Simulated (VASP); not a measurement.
# ZnS (F-43m) in VASP: a series of runs

One crystal, ZnS, is run at these levels: PBE, LDA; tasks: relaxation of cell and atoms.

Program: VASP 6.6.1. These are calculated values, not measurements. Logs are shortened: lines on timing, memory, paths and dates and some standing lists are left out, and cuts for length are marked.

## (1) Starting point

It takes space group F-43m (No. 216, cubic). The conventional cell has a = 5.404 Å, b = 5.404 Å, c = 5.404 Å, α = 90.00°, β = 90.00°, γ = 90.00°. Zn (site symmetry -43m) has 4 S at 2.34 Å as nearest neighbours. S (site symmetry -43m) has 4 Zn at 2.34 Å as nearest neighbours.

## (2) Relaxation of cell and atoms, PBE

INCAR reads:

```
PREC     = Accurate       # precision mode
ENCUT    = 600            # plane-wave cutoff, eV
EDIFF    = 1E-7           # SCF threshold, eV
ISMEAR   = -1             # smearing method
SIGMA    = 0.05           # smearing width, eV
LREAL    = False          # projectors in reciprocal space
LASPH    = True           # aspherical terms in the spheres
NELM     = 100            # most SCF steps
ALGO     = Fast           # electronic algorithm
ISIF     = 3              # what is computed and relaxed
LWAVE    = False          # write WAVECAR
LCHARG   = False          # write CHGCAR
GGA      = PE             # functional
IBRION   = 2              # ionic algorithm
NSW      = 40             # ionic steps
EDIFFG   = -0.01          # ionic threshold
```

KPOINTS reads:

```
Automatic mesh
0
Gamma
  9 9 9
```

POSCAR reads:

```
ZnS
1.0
    0.0000000000      2.7020000000      2.7020000000
    2.7020000000      0.0000000000      2.7020000000
    2.7020000000      2.7020000000      0.0000000000
Zn S
1 1
Direct
    0.7500000000      0.7500000000      0.7500000000
    0.0000000000      0.0000000000      0.0000000000
```

Potentials or basis: VASP PAW PBE potentials, release 64 (Zn, S).

Command:

```
$ cat potpaw_PBE.64/Zn/POTCAR potpaw_PBE.64/S/POTCAR > POTCAR
$ mpirun -np 1 vasp_std > vasp.out
```

OUTCAR:

```text
PREC = Accurate
   ENCUT = 600
   EDIFF = 1E-7
   ISMEAR = -1
   LREAL = False
   LASPH = True
   NELM = 100
   ISIF = 3
   GGA = PE
   IBRION = 2
   NSW = 40
   EDIFFG = -0.01

 ion  position               nearest neighbor table
   1  0.750  0.750  0.750-   2 2.34   2 2.34   2 2.34   2 2.34
   2  0.000  0.000  0.000-   1 2.34   1 2.34   1 2.34   1 2.34

  LATTYP: Found a face centered cubic cell.
 ALAT       =     5.4040000000

  Lattice vectors:

 A1 = (   0.0000000000,   2.7020000000,   2.7020000000)
 A2 = (   2.7020000000,   0.0000000000,   2.7020000000)
 A3 = (   2.7020000000,   2.7020000000,   0.0000000000)

Analysis of symmetry for initial positions (statically):
=====================================================================
 Subroutine PRICEL returns:
 Original cell was already a primitive cell.

 Routine SETGRP: Setting up the symmetry group for a
 face centered cubic supercell.

 Subroutine GETGRP returns: Found 24 space group operations
 (whereof 24 operations were pure point group operations)
 out of a pool of 48 trial point group operations.

The static configuration has the point symmetry T_d .

Analysis of symmetry for dynamics (positions and initial velocities):
=====================================================================
 Subroutine PRICEL returns:
 Original cell was already a primitive cell.

 Routine SETGRP: Setting up the symmetry group for a
 face centered cubic supercell.

 Subroutine GETGRP returns: Found 24 space group operations
 (whereof 24 operations were pure point group operations)
 out of a pool of 48 trial point group operations.

The dynamic configuration has the point symmetry T_d .

 Subroutine INISYM returns: Found 24 space group operations
 (whereof 24 operations are pure point group operations),
 and found     1 'primitive' translations

----------------------------------------------------------------------------------------

                                     Primitive cell

  volume of cell :      39.4535

  direct lattice vectors                    reciprocal lattice vectors
     0.000000000  2.702000000  2.702000000    -0.185048113  0.185048113  0.185048113
     2.702000000  0.000000000  2.702000000     0.185048113 -0.185048113  0.185048113
     2.702000000  2.702000000  0.000000000     0.185048113  0.185048113 -0.185048113

  length of vectors
     3.821205046  3.821205046  3.821205046     0.320512733  0.320512733  0.320512733

  position of ions in fractional coordinates (direct lattice)
     0.750000000  0.750000000  0.750000000
     0.000000000  0.000000000  0.000000000

  ion indices of the primitive-cell ions
   primitive index   ion index
                 1           1
                 2           2

----------------------------------------------------------------------------------------

 KPOINTS: Automatic mesh

Automatic generation of k-mesh.
 Grid dimensions read from file:
 generate k-points for:    9    9    9

 Generating k-lattice:

  Cartesian coordinates                     Fractional coordinates (reciprocal lattice)
    -0.020560901  0.020560901  0.020560901     0.111111111  0.000000000  0.000000000
     0.020560901 -0.020560901  0.020560901     0.000000000  0.111111111  0.000000000
     0.020560901  0.020560901 -0.020560901     0.000000000  0.000000000  0.111111111

  Length of vectors
     0.035612526  0.035612526  0.035612526

  Shift w.r.t. Gamma in fractional coordinates (k-lattice)
     0.000000000  0.000000000  0.000000000

 Subroutine IBZKPT returns following result:
 ===========================================

 Found     35 irreducible k-points:

 Following reciprocal coordinates:
            Coordinates               Weight
  0.000000  0.000000  0.000000      1.000000
  0.111111  0.000000  0.000000      8.000000
  0.222222  0.000000  0.000000      8.000000
  0.333333  0.000000  0.000000      8.000000
  0.444444  0.000000  0.000000      8.000000
  0.111111  0.111111  0.000000      6.000000
[... 16 lines left out ...]
 -0.333333  0.333333  0.000000     12.000000
  0.444444  0.444444  0.000000      6.000000
 [... further k-points ...]
   k-points           NKPTS =     35   k-points in BZ     NKDIM =     35   number of bands    NBANDS=     13
   number of dos      NEDOS =    301   number of ions     NIONS =      2
   total plane-waves  NPLWV =  32768
   dimension x,y,z NGX =    32 NGY =   32 NGZ =   32
   dimension x,y,z NGXF=    64 NGYF=   64 NGZF=   64
   ions per type =               1   1
   NGX,Y,Z   is equivalent  to a cutoff of  13.92, 13.92, 13.92 a.u.
   NGXF,Y,Z  is equivalent  to a cutoff of  27.84, 27.84, 27.84 a.u.
 SYSTEM =  unknown system
   PREC   = accura    normal or accurate (medium, high low for compatibility)
   ISTART =      0    job   : 0-new  1-cont  2-samecut
   ICHARG =      2    charge: 1-file 2-atom 10-const
   ISPIN  =      1    spin polarized calculation?
   LNONCOLLINEAR =      F non collinear calculations
   LSORBIT =      F    spin-orbit coupling
   LASPH  =      T    aspherical Exc in radial PAW
   ENCUT  =  600.0 eV  44.10 Ry    6.64 a.u.   7.63  7.63  7.63*2*pi/ulx,y,z
   NELM   =    100;   NELMIN=  2; NELMDL= -5     # of ELM steps
   EDIFF  = 0.1E-06   stopping-criterion for ELM
   LREAL  =      F    real-space projection
   EDIFFG = -.1E-01   stopping-criterion for IOM
   NSW    =     40    number of steps for IOM
   IBRION =      2    ionic relax: 0-MD 1-quasi-New 2-CG
   NFREE  =      1    steps in history (QN), initial steepest desc. (CG)
   ISIF   =      3    stress and relaxation
   ISYM   =      2    0-nonsym 1-usesym 2-fastsym
   POTIM  = 0.5000    time-step for ionic-motion
   TEBEG  =    0.0;   TEEND  =   0.0 temperature during run
   PSTRESS=    0.0 pullay stress
   NELECT =      18.0000    total number of electrons
   NUPDOWN=      -1.0000    fix difference up-down
   EMIN   =  10.00;   EMAX   =-10.00  energy-range for DOS
   EFERMI =   0.00;   METHOD = LEGACY
   ISMEAR =    -1;   SIGMA  =   0.05  broadening in eV -4-tet -1-fermi 0-gaus
   EFERMI_NEDOS =   21; number of points for ismear=-14 and -15
   IALGO  =     68    algorithm
   IMIX   =      4    mixing-type and parameters
     AMIX     =   0.40;   BMIX     =  1.00
     AMIX_MAG =   1.60;   BMIX_MAG =  1.00
  volume/ion in A,a.u.               =      19.73       133.12
  Fermi-wavevector in a.u.,A,eV,Ry     =   1.260290  2.381602 21.610537  1.588330
  Thomas-Fermi vector in A             =   2.393807
   LORBIT       =      0    0 simple, 1 ext, 2 COOP (PROOUT), +10 PAW based schemes
   GGA     = PE    functional components
   LHFCALC =     F    Hartree Fock is set to
   AEXX    =    0.0000 exact exchange contribution
   IVDW    =     0    specifies the selected vdW correction
   LEPSILON=     F    determine dielectric tensor
   LRPA    =     F    only Hartree local field effects (RPA)
 conjugate gradient relaxation of ions
 non-spin polarized calculation
 RMM-DIIS sequential band-by-band and
  energy-cutoff  :      600.00
  volume of cell :       39.45
 maximum number of plane-waves:      1363
   NGX = 15   NGY = 15   NGZ = 15

--------------------------------------- Ionic step        1  -------------------------------------------

 number of electron      17.9999998 magnetization

 Free energy of the ion-electron system (eV)
  ---------------------------------------------------
  ext. energy  EPLUGINS =         0.00000000
  ---------------------------------------------------
  free energy    TOTEN  =        -6.84726980 eV

  energy without entropy =       -6.84726980  energy(sigma->0) =       -6.84726980

------------------------ aborting loop because EDIFF is reached ----------------------------------------

  FORCE on cell =-STRESS in cart. coord.  units (eV):
  Direction    XX          YY          ZZ          XY          YZ          ZX
  --------------------------------------------------------------------------------------
  -------------------------------------------------------------------------------------
  Total        0.4371660      0.4371660      0.4371660     -0.0000000     -0.0000000      0.0000000
  in kB       17.7529658     17.7529658     17.7529658     -0.0000000     -0.0000000      0.0000000
  external PRESSURE =      17.7529658 kB  Pullay stress =       0.0000000 kB
[... 57 lines left out ...]
  energy  without entropy=       -6.8518952084  energy(sigma->0) =       -6.85189521

--------------------------------------- Ionic step        3  -------------------------------------------

 number of electron      18.0000010 magnetization

 Free energy of the ion-electron system (eV)
  ---------------------------------------------------
  ext. energy  EPLUGINS =         0.00000000
  ---------------------------------------------------
  free energy    TOTEN  =        -6.85239127 eV

  energy without entropy =       -6.85239127  energy(sigma->0) =       -6.85239127

 E-fermi :   2.8903     XC(G=0):  -9.5183

 val. band max:        1.8872467795   @ k =   0.0000   0.0000   0.0000
 cond. band min:       3.8983395142   @ k =   0.0000   0.0000   0.0000
 fundamental gap:      2.0110927347
 Fermi energy:         2.8902573422

 k-point     1 :       0.0000    0.0000    0.0000
  band No.  band energies     occupation
      1     -11.0896      2.00000
      2      -4.3602      2.00000
      3      -4.3602      2.00000
      4      -4.3602      2.00000
      5      -3.8898      2.00000
      6      -3.8898      2.00000
      7       1.8872      2.00000
      8       1.8872      2.00000
      9       1.8872      2.00000
     10       3.8983      0.00000
     11       8.2990      0.00000
     12       8.2990      0.00000
     13       8.2990      0.00000
[... 353 lines left out ...]
 k-point    24 :       0.4444    0.4444    0.0000
  band No.  band energies     occupation
      1      -9.9515      2.00000
      2      -4.3695      2.00000
      3      -4.0489      2.00000
      4      -4.0489      2.00000
      5      -3.8213      2.00000
      6      -3.7371      2.00000
      7      -2.4242      2.00000
      8      -0.1925      2.00000
      9      -0.1925      2.00000
     10       5.4077      0.00000
     11       6.0140      0.00000
     12      12.4525      0.00000
     13      13.2938      0.00000

 [... further k-points ...]

------------------------ aborting loop because EDIFF is reached ----------------------------------------

  FORCE on cell =-STRESS in cart. coord.  units (eV):
  Direction    XX          YY          ZZ          XY          YZ          ZX
  --------------------------------------------------------------------------------------
  -------------------------------------------------------------------------------------
  Total        0.0075604      0.0075604      0.0075604     -0.0000000      0.0000000     -0.0000000
  in kB        0.2997962      0.2997962      0.2997962     -0.0000000      0.0000000     -0.0000000
  external PRESSURE =       0.2997962 kB  Pullay stress =       0.0000000 kB
[... 17 lines left out ...]
  FREE ENERGIE OF THE ION-ELECTRON SYSTEM (eV)
  ---------------------------------------------------
  free  energy   TOTEN  =        -6.8523912704 eV

  energy  without entropy=       -6.8523912703  energy(sigma->0) =       -6.85239127

 reached required accuracy - stopping structural energy minimisation
```

It took 33 s on 1 thread of Intel Xeon 6975P-C (Granite Rapids), shared host; peak memory 0.19 GiB.

Results:

```
Free energy                            : -6.8524 eV
Relaxed volume                         : 20.20 Å³/atom
Relaxed cell                           : a = 3.852 Å, b = 3.852 Å, c = 3.852 Å, α = 60.00°, β = 60.00°, γ = 60.00°
Space group after relaxing (to 0.05 Å) : F-43m (No. 216)
Energy gained by relaxing              : 2.6 meV/atom
Ionic steps                            : 3
Pressure after relaxing                : 0.0 GPa
Band gap on the k mesh                 : 2.01 eV, direct
```

Step by step:
```csv
step,energy change (eV),largest force (eV/Å),pressure (GPa),volume (Å³)
1,0.0000,0.0000,1.78,39.45
2,-0.0046,0.0000,-0.52,40.71
3,-0.0051,0.0000,0.03,40.40
```

Final structure:
```
Zn S
1.0
     0.00000    2.72353    2.72353
     2.72353    0.00000    2.72353
     2.72353    2.72353    0.00000
Zn S
1 1
Cartesian
  4.0853 4.0853 4.0853
  0.0000 0.0000 0.0000
```

Levels at points of the mesh, in eV from the valence-band top:
| k point | band 5 | band 6 | band 7 | band 8 | band 9 | band 10 | band 11 | band 12 | band 13 |
| --- | --- | --- | --- | --- | --- | --- | --- | --- | --- |
| (0.00, 0.00, 0.00) | -5.78 | -5.78 | 0.00 | 0.00 | 0.00 | 2.01 | 6.41 | 6.41 | 6.41 |

PBE usually gives volumes a little too large and moduli too small. Zero-point motion and thermal expansion aren't in these numbers.

## (3) Relaxation of cell and atoms, LDA

INCAR reads:

```
SYSTEM = ZnS
PREC = Accurate
ENCUT = 600
EDIFF = 1E-6
ISMEAR = -1
SIGMA = 0.05
LREAL = .False.
LASPH = .True.
NELM = 60
ALGO = Normal
ISIF = 3
LWAVE = .False.
LCHARG = .False.
IBRION = 2
NSW = 60
EDIFFG = -0.02
```

KPOINTS reads:

```
Automatic mesh
0
Gamma
  9 9 9
  0 0 0
```

POSCAR is that of step 2.

Potentials or basis: VASP PAW LDA potentials, release 64 (Zn, S).

Command:

```
$ cat potpaw_LDA.64/Zn/POTCAR potpaw_LDA.64/S/POTCAR > POTCAR
$ mpirun -np 1 vasp_std > vasp.out
```

Wall time 16 s (1 thread of Intel Xeon 6975P-C (Granite Rapids), shared host); peak memory 0.16 GiB.

It converged, with:

```
Free energy                            : -8.2086 eV
Relaxed volume                         : 18.62 Å³/atom
Relaxed cell                           : a = 3.748 Å, b = 3.748 Å, c = 3.748 Å, α = 60.00°, β = 60.00°, γ = 60.00°
Space group after relaxing (to 0.05 Å) : F-43m (No. 216)
Energy gained by relaxing              : 15.7 meV/atom
Ionic steps                            : 3
Pressure after relaxing                : -0.1 GPa
Band gap on the k mesh                 : 2.15 eV, direct
```

Step by step:
```
step  energy change (eV)  largest force (eV/Å)  pressure (GPa)  volume (Å³)
   1              0.0000                0.0000           -4.27        39.45
   2             -0.0274                0.0000            1.78        36.53
   3             -0.0314                0.0000           -0.14        37.24
```

Final structure:
```
Zn S
1.0
     0.00000    2.65057    2.65057
     2.65057    0.00000    2.65057
     2.65057    2.65057    0.00000
Zn S
1 1
Cartesian
  3.9758 3.9758 3.9758
  0.0000 0.0000 0.0000
```

Levels at points of the mesh, in eV from the valence-band top:
```csv
k point,band 7,band 8,band 9,band 10,band 11,band 12
"(0.00, 0.00, 0.00)",0.00,0.00,0.00,2.15,6.21,6.21
```

## (4) For comparison

An earlier run on the cell as given: functional PBEsol; potentials or basis VASP PAW PBE potentials, release 64 (Zn, S); cutoff 520 eV; k mesh 9 × 9 × 9; occupations fermi-dirac, width 0.05 eV; no spin polarisation.

- Pressure: -1.8 GPa
- Band gap on the k mesh: 1.98 eV, direct

## (5) Overview

| task | level | potentials or basis | cell | cutoff (eV) | ladder | gap on the mesh (eV) | pressure (GPa) | relaxed volume (Å³/atom) |
| --- | --- | --- | --- | --- | --- | --- | --- | --- |
| relaxation of cell and atoms | PBE | VASP PAW PBE potentials, release 64 (Zn, S) | relaxed | 600 | - | 2.01 | 0.0 | 20.20 |
| relaxation of cell and atoms | LDA | VASP PAW LDA potentials, release 64 (Zn, S) | relaxed | 600 | - | 2.15 | -0.1 | 18.62 |
| single point | PBEsol | VASP PAW PBE potentials, release 64 (Zn, S) | as given | 520 | free | 1.98 | -1.8 | - |

Alike in all rows: no spin polarisation; k mesh 9 × 9 × 9; smearing fermi-dirac 0.05 eV.

Caveats: the PAW data sets were made with another functional, which shifts forces and pressure a little (some runs).

Total energies depend on the potentials used, so only differences within one code and one set of settings carry meaning.
